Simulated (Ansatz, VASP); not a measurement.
## LiH: VASP beside Ansatz

Aim: how closely do two programs agree when they are given the same cell, functional and k mesh? The cell is taken from a series of VASP runs on this material, whose earlier steps may have relaxed, scaled or displaced it; both programs get it as it stands.

Main program and level: Ansatz 0.2.0; plane waves, with VASP 6.6.1 beside it; zone-centre phonons at LDA.

## Step 1: Starting point

The structure is cubic, space group Fm-3m (No. 225). The conventional cell has a = 3.862 Å, b = 3.862 Å, c = 3.862 Å, α = 90.00°, β = 90.00°, γ = 90.00°. Nearest to Li lie 6 H at 1.93 Å. Nearest to H lie 6 Li at 1.93 Å. Farther neighbours are not listed.

## Step 2: Ansatz: zone-centre phonons, LDA

Ansatz runs on its default PAW (the set named soft_2) files.

Second derivatives magnify differences that forces hide, and they need a tight electronic threshold.

File input.yaml:

```yaml
crystal:
  lattice:
    - [0.0, 1.930949041, 1.930949041]
    - [1.930949041, 0.0, 1.930949041]
    - [1.930949041, 1.930949041, 0.0]
  atoms:
    - { symbol: Li, position: [0.0, 0.0, 0.0] }
    - { symbol: H, position: [0.5, 0.5, 0.5] }
hamiltonian:
  xc: lda
  pseudopotentials: { kind: paw }
kpoints:
  mp_grid: { grid: [18, 18, 18] }
scf:
  occupations: { method: fixed }
phonons:
  method: dfpt
  qpoints: [[0, 0, 0]]
  dielectric: true
  rigid_motions: translations
```

Launch:

```console
ansatz run input.yaml --threads 4 --pin off --max-ram 9216MiB --backend cpu --events-out ev --progress --plain --runs-dir out
```

Output:

```text
Engine: ansatz 0.2.0, aarch64-unknown-linux-gnu
Pseudopotentials: kind: paw
Pseudopotential: Li, paw, valence charge 3, recommended cutoff 420 eV (normal), Li.paw.azcp
Pseudopotential: H, paw, valence charge 1, recommended cutoff 420 eV (normal), H.paw.azcp
Functional definition: SPW92
  exchange = slater_x
  correlation = pw_c
Crystal: 2 atoms, lattice volume = 14.399 Å³
Basis set: ecut = 420 eV, 283 PW (Γ), exchange–correlation on 40×40×40 points (8 copies of the dense FFT grid, shifted against one another)
Bands: 6, of which v1, the nominal top of the filled ones, is band 2 counted from 1 (1 counted from 0)
Symmetry: 48 space group operations
k-points: 480 of 5832 (irreducible under 8 space group operations, time reversal used)
Non-local potential: Li, projectors of the file, l = 0: 3, l = 1: 2, l = 2: 1
Non-local potential: H, projectors of the file, l = 0: 2, l = 1: 1
PAW form: soft (Blöchl's): semilocal exchange-correlation on the pseudo side does not see the compensation charge
PAW one-centre angular grid: Li, 110 points (default); XC on 64 Gauss nodes
PAW one-centre angular grid: H, 110 points (default); XC on 64 Gauss nodes
Initial density: superposition of atomic densities (neutral atoms: chi_scale 0, normalization atom), corrected by the library's trained network
Initial wavefunctions: pseudopotential atomic-orbital guess
Functional: x = slater, c = lda
SCF iter   1: F=—  HF=-218.221956 eV  |F-HF|=—  |Δ(HF+E_count)|=         —  Δρ=1.30e-2  dr2=1.47e-2  ethr=1.77e-3  ⟨swp⟩=3.4  Hψ=19257  notcnv=0  defer=889
preconditioner: auto → none  [insulator: Δε(μ)=2.369 eV  Ē_g=14.826 eV  n_scr=0 (ndim 8)  ℏωp=13.8 eV  f_vac=0.000  ε∞_Penn≈1.9]
SCF iter   2: F=—  HF=-218.213328 eV  |F-HF|=—  |Δ(HF+E_count)|=   8.63e-3  Δρ=4.65e-3  dr2=1.74e-3  ethr=3.69e-4  ⟨swp⟩=1.6  Hψ=7025  notcnv=0  defer=820
SCF iter   3: F=—  HF=-218.211966 eV  |F-HF|=—  |Δ(HF+E_count)|=   1.36e-3  Δρ=1.63e-4  dr2=2.16e-6  ethr=4.36e-5  ⟨swp⟩=2.2  Hψ=4689  notcnv=0  defer=840
SCF iter   4: F=—  HF=-218.211966 eV  |F-HF|=—  |Δ(HF+E_count)|=   1.61e-7  Δρ=2.13e-5  dr2=3.88e-8  ethr=5.39e-8  ⟨swp⟩=2.0  Hψ=3840  notcnv=0  defer=7
SCF iter   5: F=—  HF=-218.211966 eV  |F-HF|=—  |Δ(HF+E_count)|=   5.55e-8  Δρ=3.03e-6  dr2=9.96e-10  ethr=9.70e-10  ⟨swp⟩=1.1  Hψ=2933  notcnv=0
SCF iter   6: F=-218.211966 eV  HF=-218.211966 eV  |F-HF|=1.42e-13  |Δ(HF+E_count)|=  4.97e-11  Δρ=8.46e-8  dr2=3.89e-13  ethr=2.50e-12  ⟨swp⟩=5.2  Hψ=9138  notcnv=0
SCF 1 converged in 6 iterations: F = -218.211966 eV  dr2 = 3.89e-13
  greatest PAW one-centre occupation: 1.000 electrons in one spin orbital (limit 2), on the Li atom at site 0 (counted from 0), in its partial waves of l = 0
NSCF: frozen V_eff on 2 k-points
DFPT response loops at Γ: preconditioner auto → none (the input reference at scf.mixing.eps_inf says where Resta's filter doesn't serve); β = 0.50; Broyden in place of MSR1
── the response to a field inside a basis, on 18×18×18 k-points: an SCF that follows is theirs, and a resumed run solves both again ──
Bands: 3, of which v1, the nominal top of the filled ones, is band 2 counted from 1 (1 counted from 0)
k-points: 570 of 5832 (irreducible under 12 space group operations)
Initial density: handed on by an earlier stage of this run
Initial wavefunctions: pseudopotential atomic-orbital guess (no wavefunctions were taken with the density)
Eigensolver: Dense (570 Hₖ)
SCF iter   1: F=—  HF=-218.212576 eV  |F-HF|=—  |Δ(HF+E_count)|=         —  Δρ=3.29e-4  dr2=1.88e-6  ethr=1.00e-1
preconditioner: auto → none  [insulator: Δε(μ)=2.666 eV  Ē_g=9.503 eV  n_scr=0 (ndim 8)  ℏωp=13.8 eV  f_vac=0.000  ε∞_Penn≈3.1]
SCF iter   2: F=—  HF=-218.212578 eV  |F-HF|=—  |Δ(HF+E_count)|=   1.83e-6  Δρ=1.65e-4  dr2=4.58e-7  ethr=4.70e-8
SCF iter   3: F=-218.212578 eV  HF=-218.212578 eV  |F-HF|=3.97e-10  |Δ(HF+E_count)|=   6.57e-7  Δρ=3.94e-6  dr2=2.65e-10  ethr=1.15e-8
SCF 1 converged in 3 iterations: F = -218.212578 eV  dr2 = 2.65e-10
DFPT response loops at Γ: mixed as the last ones told, above
SCF converged after 6 iterations
Free energy (F): -218.211966 eV
Harris-Foulkes:  -218.211966 eV  (|F-HF|=1.42e-13)
Internal energy: -218.211966 eV  (E = F + TS)
E sigma→0 (E₀):  -218.211966 eV
Fermi energy:    1.357720 eV
--- Per-component energies (eV) ---
  E_band       = -86.598861
  E_kinetic    = 36.398603
  E_local      = -119.458960  (includes V_loc(G=0)·N_el)
  E_nonlocal   = -31.524313
  E_hartree    = 33.171260
  E_xc         = -20.118929
  E_vxc        = -26.247345  (∫ρ·V_xc dr)
  E_paw        = -19.012189  (= ΣΔE_a)
  E_vpaw       = -12.108219  (= ΣTr[D̂ρ^β])
  E_aug_tail   = -0.001152  (compensation charges beyond the density's cutoff)
  E_ewald      = -97.666286
  E_smearing   = -0.000000  (= −TS)
  E_closure    = 0.000000  (closes the sum)
  Σ components = -218.211966   (vs F -218.211966, Δ=0.00e0)
--- Band table (eV; the first three rows and the last of 480) ---
  k-point 0: bands = ["-42.0140", "-4.6255", "18.9997", "19.9021", "19.9021", "19.9021"]
  k-point 1: bands = ["-42.0116", "-4.5700", "18.2627", "19.6972", "19.7524", "19.7524"]
  k-point 2: bands = ["-42.0047", "-4.4046", "16.5193", "19.1578", "19.4013", "19.4013"]
  k-point 479: bands = ["-41.9102", "1.0416", "5.8061", "6.8932", "13.7453", "19.8403"]
--- Phonons (Γ-DFPT): 2 representative perturbations + reference, on 480 of 5832 k-points (Σ response iterations 6) ---
  k mesh reduced under 8 symmetry operations, with k and −k counted as one. Each operation leaves every solved perturbation unchanged. A smaller set is not considered because the run solves the response to a homogeneous field
  ASR residual: 3.714e-5 → 0.000e0 eV/Å²; symmetrization residual: 2.465e-8 eV/Å²
  ASR residual per site (eV/Å²): 2.31e-5 3.71e-5
  Γ frequencies (cm⁻¹): 0.00 0.00 0.00 683.73 683.73 683.73
  ε∞ (high-frequency dielectric tensor):
        5.080899    -0.000000     0.000000
       -0.000000     5.080899     0.000000
        0.000000     0.000000     5.080899
  ε⁰ (static dielectric tensor: ions relaxed, cell fixed):
       13.767025    -0.000000     0.000000
       -0.000000    13.767025     0.000000
        0.000000     0.000000    13.767025
  ε⁰ − ε∞ (ionic part):
        8.686126    -0.000000     0.000000
       -0.000000     8.686126     0.000000
        0.000000     0.000000     8.686126
  softest optical mode at Γ: 683.73 cm⁻¹; the repairs (sum rule, projections) moved no ω² at Γ by more than (3.17 cm⁻¹)²
  Born effective charges Z* (e; rows j = field, columns β = displacement):
    site 0:
         1.02268   -0.00000   -0.00000
        -0.00000    1.02268   -0.00000
         0.00000    0.00000    1.02268
    site 1:
        -1.02268    0.00000    0.00000
         0.00000   -1.02268    0.00000
        -0.00000   -0.00000   -1.02268
  Z* charge neutrality: 3.607e-4 e pre-enforcement
  solved inside a basis spanned on kpoints, on 18×18×18 k-points, its susceptibility summed on 22×22×22: ε∞ is read to err by 1.3e-2, Z* by 4.3e-3 e (field_mesh: kpoints solves on kpoints); Z* is corrected for what the basis lacks
  optical modes at Γ without the LO–TO term, one row a degenerate level:
      ω (cm⁻¹)  modes    IR ((D/Å)²/amu)
        683.73      3            82.2427
  optical modes at Γ + LO–TO along q̂ = [1.0000, 0.0000, 0.0000]:
      ω (cm⁻¹)  modes    IR ((D/Å)²/amu)
        683.73      2            54.8285
       1125.47      1            27.4142
  optical modes at Γ + LO–TO along q̂ = [0.0000, 1.0000, 0.0000]:
      ω (cm⁻¹)  modes    IR ((D/Å)²/amu)
        683.73      2            54.8285
       1125.47      1            27.4142
  optical modes at Γ + LO–TO along q̂ = [0.0000, 0.0000, 1.0000]:
      ω (cm⁻¹)  modes    IR ((D/Å)²/amu)
        683.73      2            54.8285
       1125.47      1            27.4142
--- Phonons (arbitrary-q DFPT): 1 explicit q-point ---
  q = [0, 0, 0] (of the zone-centre solve; hermiticity 3.26e-8, symmetrization 2.57e-14): -0.00 -0.00 -0.00 683.73 683.73 683.73
  sum rule: each row above includes the acoustic sum rule's correction from the zone centre's row sums; it moved no ω² by more than (3.17 cm⁻¹)²
```

Run time: 9.2 s. Hardware: 4 threads of Arm Neoverse V2, shared host; peak memory 0.51 GiB; 31 s of CPU time.

In the SCF lines HF is the Harris–Foulkes energy and dr2 the Hartree energy of the density residual, in eV; the loop may stop once dr2 is under the threshold and the program's other checks hold. Hψ counts applications of the Hamiltonian.

[end of part 1 of 2]

[Lines on the potential files, build, host, timing and source positions are cut from VASP's logs without a mark.]

[Logs are printed without paths, hosts, clocks, repeated set-up lines and the standing remarks that a program may print on its own settings, such as how far it seeks lower states.]

[Hosts, paths, dates, database ids (printed as entryN), source tags and the programs' standing remarks are cut or masked in the printed files.]
